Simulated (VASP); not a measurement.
HgTe (Coloradoite) in VASP: convergence with PREC

Crystal: HgTe (Coloradoite).

```xyz
2
Lattice="0.0000 3.2145 3.2145 3.2145 0.0000 3.2145 3.2145 3.2145 0.0000" Properties=species:S:1:pos:R:3 pbc="T T T"
Hg   -0.0099    0.0031   -0.0067
Te    4.8287    4.8174    4.7963
```

The cell isn't the ideal one: atoms moved at random, drawn with an rms of 0.02 Å.

```yaml
Program: VASP 6.6.1
Task: single point
Functional: LDA
Potentials_or_basis: VASP PAW LDA potentials, release 64 (Hg_sv_GW, Te_GW)
Cutoff: 600 eV
k_mesh: 5 × 5 × 5
Occupations: gaussian, width 0.02 eV
Spin: no spin polarisation
```

These are the settings of the first run; the series varies PREC, with any setting tied to it.

Hardware: 1 thread of Intel(R) Xeon(R) 6975P-C (Granite Rapids), with other jobs on the host.

| PREC | energy less the tightest run, at zero smearing (meV/atom) | SCF cycles | CPU time (s) | peak memory (GiB) |
| --- | --- | --- | --- | --- |
| Low | -0.34 | 16 | 35 | 0.23 |
| Medium | 0.13 | 16 | 37 | 0.23 |
| Single | 0.18 | 16 | 56 | 0.23 |
| Normal | -0.01 | 16 | 36 | 0.25 |
| High | 0.02 | 16 | 55 | 0.25 |
| Accurate | 0.00 | 16 | 57 | 0.28 |

Against the tightest run, the energy stays within 1 meV/atom from Low on. The tightest run that finished is the yardstick and may itself not be fully converged.
